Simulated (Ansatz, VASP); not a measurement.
# Ge2Sb2Te5 in VASP and in Ansatz

Contents of INCAR:

```
ALGO = Normal ; EDIFF = 1E-7
ENCUT = 520 ; GGA = PE
ISIF = 2 ; ISMEAR = -1
LASPH = True ; LCHARG = True
LELF = True ; LREAL = False
LVHAR = True ; LWAVE = False
NBANDS = 44 ; NELM = 60
PREC = Accurate ; SIGMA = 0.05
```

File KPOINTS:

```
k-points
0
Gamma
  7 7 2
```

The input POSCAR:

```
Ge2Sb2Te5
1.0
    4.2940644248      0.0000000000      0.0000000000
   -2.1470322124      3.7187688774      0.0000000000
    0.0000000000      0.0000000000     17.1013460000
Te Sb Ge
5 2 2
Direct
    0.6666666667      0.3333333333      0.4198920000
    0.3333333333      0.6666666667      0.5801080000
    0.3333333333      0.6666666667      0.2015420000
    0.6666666667      0.3333333333      0.7984580000
    0.0000000000      0.0000000000      0.0000000000
    0.0000000000      0.0000000000      0.3200680000
    0.0000000000      0.0000000000      0.6799320000
    0.6666666667      0.3333333333      0.1028950000
    0.3333333333      0.6666666667      0.8971050000
```

The input input.yaml:

```yaml
crystal:
  lattice:
    - [4.2940644248, 0.0, 0.0]
    - [-2.1470322124, 3.7187688774, 0.0]
    - [0.0, 0.0, 17.101346]
  atoms:
    - { symbol: Te, position: [0.6666666667, 0.3333333333, 0.419892] }
    - { symbol: Te, position: [0.3333333333, 0.6666666667, 0.580108] }
    - { symbol: Te, position: [0.3333333333, 0.6666666667, 0.201542] }
    - { symbol: Te, position: [0.6666666667, 0.3333333333, 0.798458] }
    - { symbol: Te, position: [0.0, 0.0, 0.0] }
    - { symbol: Sb, position: [0.0, 0.0, 0.320068] }
    - { symbol: Sb, position: [0.0, 0.0, 0.679932] }
    - { symbol: Ge, position: [0.6666666667, 0.3333333333, 0.102895] }
    - { symbol: Ge, position: [0.3333333333, 0.6666666667, 0.897105] }
hamiltonian:
  xc: pbe
  pseudopotentials: { kind: paw }
kpoints:
  mp_grid: { grid: [7, 7, 2] }
  band_path:
    path:
      - [[0.0, 0.0, 0.0], [0.5, 0.0, 0.0], [0.3333333333, 0.3333333333, 0.0], [0.0, 0.0, 0.0], [0.0, 0.0, 0.5], [0.5, 0.0, 0.5], [0.3333333333, 0.3333333333, 0.5], [0.0, 0.0, 0.5]]
      - [[0.5, 0.0, 0.5], [0.5, 0.0, 0.0]]
      - [[0.3333333333, 0.3333333333, 0.0], [0.3333333333, 0.3333333333, 0.5]]
    npoints: 10
scf:
  occupations: { method: fermi_dirac, width: 0.05 }
  n_extra_bands: 22
output:
  forces: true
  stress: true
  eigenvalues: true
  fatbands: false
```

The cell comes from a database or a generator and needn't be the stable form of this composition.

Alike in both runs: functional PBE; k mesh 7 × 7 × 2; occupations fermi-dirac, width 0.05 eV; no spin polarisation.

|  | VASP | Ansatz |
| --- | --- | --- |
| version | VASP 6.6.1 | Ansatz 0.2.0 |
| potentials or method | VASP PAW PBE potentials, release 64 (Te, Sb, Ge_d) | Ansatz PAW |
| plane-wave cutoff (eV) | 520 | 420 |
| valence electrons in the cell | 68 | 138 |
| task | single point | band structure |

|  | VASP | Ansatz | Ansatz less VASP |
| --- | --- | --- | --- |
| gap on the k mesh at the Fermi level (eV) | 0.27 | 0.28 | +0.008 |
| least direct gap on the mesh (eV) | 0.27 | 0.28 | +0.008 |
| pressure (GPa) | 0.3 | 0.3 | 0.00 |
| rms of the force components (eV/Å) | 0.037 | 0.036 | -0.0011 |

Atom by atom the forces differ by 0.008 eV/Å (rms over components). The two sets of potentials don't hold the same shells in valence.

Caveats: spin-orbit coupling is left out, which moves the levels of the heavy elements; an odd mesh through Γ misses points on the zone boundary, where band edges often lie (VASP).
